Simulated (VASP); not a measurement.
# InSe (P6_3/mmc) in VASP: notebook

One crystal, InSe, is run at these levels: PBE; tasks: single point.

Program: VASP 6.6.1. These are calculated values, not measurements. Logs are shortened: lines on timing, memory, paths and dates and some standing lists are left out, and cuts for length are marked.

### Step 1. The structure

The structure is hexagonal, space group P6_3/mmc (No. 194). The conventional cell has a = 4.050 Å, b = 4.050 Å, c = 16.930 Å, α = 90.00°, β = 90.00°, γ = 120.00°. In (site symmetry 3m) is surrounded by 3 Se at 2.52 Å. Around Se (site symmetry 3m) lie 3 In at 2.52 Å.

### Step 2. Single point, PBE, spin-orbit coupling, no magnetisation

INCAR

```
SYSTEM = InSe
ALGO = Normal ; EDIFF = 1E-7
ENCUT = 250 ; GGA = PE
GGA_COMPAT = .FALSE. ; ISIF = 2
ISMEAR = 0 ; LASPH = .TRUE.
LCHARG = .FALSE. ; LORBIT = 11
LREAL = .FALSE. ; LSORBIT = .TRUE.
LWAVE = .FALSE. ; MAGMOM = 0 0 0 0 0 0 0 0 0 0 0 0 0 0 0 0 0 0 0 0 0 0 0 0
NBANDS = 92 ; NELM = 100
PREC = Accurate ; SIGMA = 0.02
```

KPOINTS

```
k-points
0
G
  6 6 2
  0 0 0
```

POSCAR

```
InSe
1.0
    4.0500000000      0.0000000000      0.0000000000
   -2.0250000000      3.5074028853      0.0000000000
    0.0000000000      0.0000000000     16.9300000000
In Se
4 4
Direct
    0.6666666667      0.3333333333      0.8430000000
    0.3333333333      0.6666666667      0.3430000000
    0.6666666667      0.3333333333      0.6570000000
    0.3333333333      0.6666666667      0.1570000000
    0.6666666667      0.3333333333      0.3980000000
    0.3333333333      0.6666666667      0.8980000000
    0.6666666667      0.3333333333      0.1020000000
    0.3333333333      0.6666666667      0.6020000000
```

Potentials or basis: VASP PAW PBE potentials, release 64 (In_d, Se).

On the command line:

```console
> cat potpaw_PBE.64/In_d/POTCAR potpaw_PBE.64/Se/POTCAR > POTCAR
> mpirun -np 1 vasp_ncl > vasp.out
```

OUTCAR:

```text
SYSTEM = InSe
   EDIFF = 1E-7
   ENCUT = 250
   GGA = PE
   ISIF = 2
   ISMEAR = 0
   LASPH = .TRUE.
   LORBIT = 11
   LREAL = .FALSE.
   LSORBIT = .TRUE.
   NELM = 100
   PREC = Accurate

 Found     14 irreducible k-points:

 Following reciprocal coordinates:
            Coordinates               Weight
  0.000000  0.000000  0.000000      1.000000
  0.166667  0.000000  0.000000      6.000000
  0.333333 -0.000000  0.000000      6.000000
  0.500000 -0.000000  0.000000      3.000000
  0.166667  0.166667  0.000000      6.000000
  0.333333  0.166667  0.000000     12.000000
   k-points           NKPTS =     14   k-points in BZ     NKDIM =     14   number of bands    NBANDS=     92
   number of dos      NEDOS =    301   number of ions     NIONS =      8
   total plane-waves  NPLWV =  51840
   dimension x,y,z NGX =    24 NGY =   24 NGZ =   90
   dimension x,y,z NGXF=    48 NGYF=   48 NGZF=  180
   ions per type =               4   4
   NGX,Y,Z   is equivalent  to a cutoff of   9.85,  9.85,  8.84 a.u.
   NGXF,Y,Z  is equivalent  to a cutoff of  19.70, 19.70, 17.68 a.u.
 SYSTEM =  InSe
   PREC   = accura    normal or accurate (medium, high low for compatibility)
   ISTART =      0    job   : 0-new  1-cont  2-samecut
   ICHARG =      2    charge: 1-file 2-atom 10-const
   ISPIN  =      1    spin polarized calculation?
   LNONCOLLINEAR =      T non collinear calculations
   LSORBIT =      T    spin-orbit coupling
   LASPH  =      T    aspherical Exc in radial PAW
   ENCUT  =  250.0 eV  18.37 Ry    4.29 a.u.   5.22  5.22 21.83*2*pi/ulx,y,z
   NELM   =    100;   NELMIN=  2; NELMDL= -5     # of ELM steps
   EDIFF  = 0.1E-06   stopping-criterion for ELM
   LREAL  =      F    real-space projection
   EDIFFG = 0.1E-05   stopping-criterion for IOM
   NSW    =      0    number of steps for IOM
   IBRION =     -1    ionic relax: 0-MD 1-quasi-New 2-CG
   NFREE  =      0    steps in history (QN), initial steepest desc. (CG)
   ISIF   =      2    stress and relaxation
   ISYM   =      2    0-nonsym 1-usesym 2-fastsym
   POTIM  = 0.5000    time-step for ionic-motion
   TEBEG  =    0.0;   TEEND  =   0.0 temperature during run
   PSTRESS=    0.0 pullay stress
   NELECT =      76.0000    total number of electrons
   NUPDOWN=      -1.0000    fix difference up-down
   EMIN   =  10.00;   EMAX   =-10.00  energy-range for DOS
   EFERMI =   0.00;   METHOD = LEGACY
   ISMEAR =     0;   SIGMA  =   0.02  broadening in eV -4-tet -1-fermi 0-gaus
   EFERMI_NEDOS =   21; number of points for ismear=-14 and -15
   IALGO  =     38    algorithm
   IMIX   =      4    mixing-type and parameters
     AMIX     =   0.40;   BMIX     =  1.00
     AMIX_MAG =   1.60;   BMIX_MAG =  1.00
  volume/ion in A,a.u.               =      30.06       202.86
  Fermi-wavevector in a.u.,A,eV,Ry     =   1.115099  2.107232 16.918111  1.243446
  Thomas-Fermi vector in A             =   2.251701
   LORBIT       =     11    0 simple, 1 ext, 2 COOP (PROOUT), +10 PAW based schemes
   GGA     = PE    functional components
   LHFCALC =     F    Hartree Fock is set to
   AEXX    =    0.0000 exact exchange contribution
   IVDW    =     0    specifies the selected vdW correction
   LEPSILON=     F    determine dielectric tensor
   LRPA    =     F    only Hartree local field effects (RPA)
 Gauss-broadening in eV      SIGMA  =   0.02
  energy-cutoff  :      250.00
  volume of cell :      240.49
 maximum number of plane-waves:      4392
 NGX is ok and might be reduce to    24
   NGX = 11   NGY = 11   NGZ = 43

 number of electron      75.9999907 magnetization       0.0000000      0.0000000      0.0000000

 number of electron      75.9999907 magnetization      -0.0000000      0.0000000      0.0000000

 number of electron      75.9999907 magnetization      -0.0000000      0.0000000     -0.0000000

 Free energy of the ion-electron system (eV)
  ---------------------------------------------------
  ext. energy  EPLUGINS =         0.00000000
  ---------------------------------------------------
  free energy    TOTEN  =       -26.70750690 eV

  energy without entropy =      -26.70689557  energy(sigma->0) =      -26.70720123

 E-fermi :   4.2384     XC(G=0):  -8.6742

 val. band max:        4.2285548526   @ k =   0.0000   0.0000   0.0000
 cond. band min:       4.5604587581   @ k =   0.0000   0.0000   0.5000
 fundamental gap:      0.3319039055
 Fermi energy:         4.2384125181

 k-point     1 :       0.0000    0.0000    0.0000
  band No.  band energies     occupation
      1     -11.2265      1.00000
      2     -11.2265      1.00000
      3     -11.2229      1.00000
      4     -11.2229      1.00000
      5     -11.2104      1.00000
      6     -11.2104      1.00000
[... 535 lines left out ...]
     87       7.9096      0.00000
     88       7.9096      0.00000

 [... further k-points ...]

 [bands above 88 left out]

------------------------ aborting loop because EDIFF is reached ----------------------------------------

  FORCE on cell =-STRESS in cart. coord.  units (eV):
  Direction    XX          YY          ZZ          XY          YZ          ZX
  --------------------------------------------------------------------------------------
  -------------------------------------------------------------------------------------
  Total       15.6536319     15.6536319      2.4454317      0.0000000     -0.0000000      0.0000000
  in kB      104.2864932    104.2864932     16.2917780      0.0000000     -0.0000000      0.0000000
  external PRESSURE =      74.9549214 kB  Pullay stress =       0.0000000 kB

 VOLUME and BASIS-vectors are now :
 -----------------------------------------------------------------------------
  energy-cutoff  :      250.00
  volume of cell :      240.49
      direct lattice vectors                 reciprocal lattice vectors
     4.050000000  0.000000000  0.000000000     0.246913580  0.142555622  0.000000000
    -2.025000000  3.507402885  0.000000000     0.000000000  0.285111244  0.000000000
     0.000000000  0.000000000 16.930000000     0.000000000  0.000000000  0.059066745

 POSITION                                       TOTAL-FORCE (eV/Angst)
 -----------------------------------------------------------------------------------
      2.02500      1.16913     14.27199        -0.000000      0.000000     -2.882488
     -0.00000      2.33827      5.80699         0.000000      0.000000     -2.882488
      2.02500      1.16913     11.12301        -0.000000      0.000000      2.882488
     -0.00000      2.33827      2.65801         0.000000     -0.000000      2.882488
      2.02500      1.16913      6.73814         0.000000      0.000000      2.016039
     -0.00000      2.33827     15.20314         0.000000     -0.000000      2.016039
      2.02500      1.16913      1.72686        -0.000000      0.000000     -2.016039
     -0.00000      2.33827     10.19186         0.000000      0.000000     -2.016039
 -----------------------------------------------------------------------------------
    total drift:                               -0.000000     -0.000000      0.000000

  FREE ENERGIE OF THE ION-ELECTRON SYSTEM (eV)
  ---------------------------------------------------
  free  energy   TOTEN  =       -26.7075068973 eV

  energy  without entropy=      -26.7068955715  energy(sigma->0) =      -26.70720123

 Spin-Orbit-Coupling matrix elements

 Ion:    1  E_soc:     -0.0705009
 l=   1
     0.0000000    -0.0056881    -0.0052244
    -0.0056881     0.0000000    -0.0056881
    -0.0052244    -0.0056881     0.0000000
 l=   2
     0.0000000    -0.0012372     0.0000000    -0.0012372    -0.0050482
    -0.0012372     0.0000000    -0.0037189    -0.0012151    -0.0012372
     0.0000000    -0.0037189     0.0000000    -0.0037189     0.0000000
    -0.0012372    -0.0012151    -0.0037189     0.0000000    -0.0012372
    -0.0050482    -0.0012372     0.0000000    -0.0012372     0.0000000
 l=   3
     0.0000000     0.0000000     0.0000000     0.0000000     0.0000000     0.0000000     0.0000000
     0.0000000     0.0000000     0.0000000     0.0000000     0.0000000     0.0000000     0.0000000
     0.0000000     0.0000000     0.0000000     0.0000000     0.0000000     0.0000000     0.0000000
     0.0000000     0.0000000     0.0000000     0.0000000     0.0000000     0.0000000     0.0000000
     0.0000000     0.0000000     0.0000000     0.0000000     0.0000000     0.0000000     0.0000000
     0.0000000     0.0000000     0.0000000     0.0000000     0.0000000     0.0000000     0.0000000
     0.0000000     0.0000000     0.0000000     0.0000000     0.0000000     0.0000000     0.0000000

 Ion:    2  E_soc:     -0.0705009
 l=   1
     0.0000000    -0.0056881    -0.0052244
    -0.0056881     0.0000000    -0.0056881
    -0.0052244    -0.0056881     0.0000000
 l=   2
     0.0000000    -0.0012372     0.0000000    -0.0012372    -0.0050482
    -0.0012372     0.0000000    -0.0037189    -0.0012151    -0.0012372
     0.0000000    -0.0037189     0.0000000    -0.0037189     0.0000000
    -0.0012372    -0.0012151    -0.0037189     0.0000000    -0.0012372
    -0.0050482    -0.0012372     0.0000000    -0.0012372     0.0000000
 l=   3
     0.0000000     0.0000000     0.0000000     0.0000000     0.0000000     0.0000000     0.0000000
     0.0000000     0.0000000     0.0000000     0.0000000     0.0000000     0.0000000     0.0000000
     0.0000000     0.0000000     0.0000000     0.0000000     0.0000000     0.0000000     0.0000000
     0.0000000     0.0000000     0.0000000     0.0000000     0.0000000     0.0000000     0.0000000
     0.0000000     0.0000000     0.0000000     0.0000000     0.0000000     0.0000000     0.0000000
     0.0000000     0.0000000     0.0000000     0.0000000     0.0000000     0.0000000     0.0000000
     0.0000000     0.0000000     0.0000000     0.0000000     0.0000000     0.0000000     0.0000000
[... 101 lines left out ...]
 Ion:    8  E_soc:     -0.0406587
 l=   1
     0.0000000    -0.0070451    -0.0062386
    -0.0070451     0.0000000    -0.0070451
    -0.0062386    -0.0070451     0.0000000
 l=   2
     0.0000000    -0.0000002     0.0000000    -0.0000002    -0.0000025
    -0.0000002     0.0000000     0.0000007     0.0000016    -0.0000002
     0.0000000     0.0000007     0.0000000     0.0000007     0.0000000
    -0.0000002     0.0000016     0.0000007     0.0000000    -0.0000002
    -0.0000025    -0.0000002     0.0000000    -0.0000002     0.0000000
 l=   3
     0.0000000     0.0000000     0.0000000     0.0000000     0.0000000     0.0000000     0.0000000
     0.0000000     0.0000000     0.0000000     0.0000000     0.0000000     0.0000000     0.0000000
     0.0000000     0.0000000     0.0000000     0.0000000     0.0000000     0.0000000     0.0000000
     0.0000000     0.0000000     0.0000000     0.0000000     0.0000000     0.0000000     0.0000000
     0.0000000     0.0000000     0.0000000     0.0000000     0.0000000     0.0000000     0.0000000
     0.0000000     0.0000000     0.0000000     0.0000000     0.0000000     0.0000000     0.0000000
     0.0000000     0.0000000     0.0000000     0.0000000     0.0000000     0.0000000     0.0000000

 total charge

# of ion       s       p       d       tot
------------------------------------------
    1        0.863   0.709   9.894  11.466
    2        0.863   0.709   9.894  11.466
    3        0.863   0.709   9.894  11.466
    4        0.863   0.709   9.894  11.466
    5        1.461   2.437   0.029   3.927
    6        1.461   2.437   0.029   3.927
    7        1.461   2.437   0.029   3.927
    8        1.461   2.437   0.029   3.927
--------------------------------------------------
tot          9.296  12.583  39.691  61.569

 magnetization (x)

# of ion       s       p       d       tot
------------------------------------------
    1        0.000  -0.000   0.000  -0.000
    2        0.000  -0.000   0.000  -0.000
    3       -0.000  -0.000   0.000  -0.000
    4        0.000  -0.000  -0.000  -0.000
    5        0.000   0.000   0.000   0.000
    6        0.000   0.000   0.000   0.000
    7        0.000   0.000  -0.000  -0.000
    8        0.000   0.000  -0.000  -0.000
--------------------------------------------------
tot         -0.000  -0.000  -0.000  -0.000

 magnetization (y)

# of ion       s       p       d       tot
------------------------------------------
    1        0.000   0.000  -0.000   0.000
    2        0.000   0.000   0.000   0.000
    3        0.000   0.000   0.000   0.000
    4        0.000   0.000   0.000   0.000
    5        0.000  -0.000   0.000  -0.000
    6        0.000   0.000   0.000   0.000
    7        0.000   0.000   0.000   0.000
    8        0.000   0.000   0.000   0.000
--------------------------------------------------
tot          0.000   0.000   0.000   0.000

 magnetization (z)

# of ion       s       p       d       tot
------------------------------------------
    1        0.000   0.000   0.000   0.000
    2        0.000   0.000   0.000   0.000
    3        0.000   0.000   0.000   0.000
    4        0.000   0.000   0.000   0.000
    5        0.000   0.000   0.000   0.000
    6        0.000   0.000   0.000   0.000
    7        0.000   0.000   0.000   0.000
    8        0.000   0.000   0.000   0.000
--------------------------------------------------
tot          0.000   0.000   0.000   0.000
```

Wall time 2.6 min (1 thread of Intel Xeon 6975P-C (Granite Rapids), shared host); peak memory 0.49 GiB.

The run converged, but some of its settings lie outside the range that counts as converged, so its numbers aren't taken as properties of the crystal.

What came out:

* Free energy: -26.7075 eV
* Largest force: 2.882 eV/Å
* Valence electrons inside the program's atomic spheres: In 11.47; Se 3.93

Caveat: the cutoff is under 1.25 times the usual one of these potentials, so pressure, stress and relaxed cells hold a basis-set (Pulay) error; this functional lacks dispersion, which binds the layers, so the pressure and a relaxed spacing across them are unreliable; forces of over 1 eV/Å show positions far from the minimum, so gaps and moduli don't describe the material at rest.

(Part 1 of 2 ends here.)
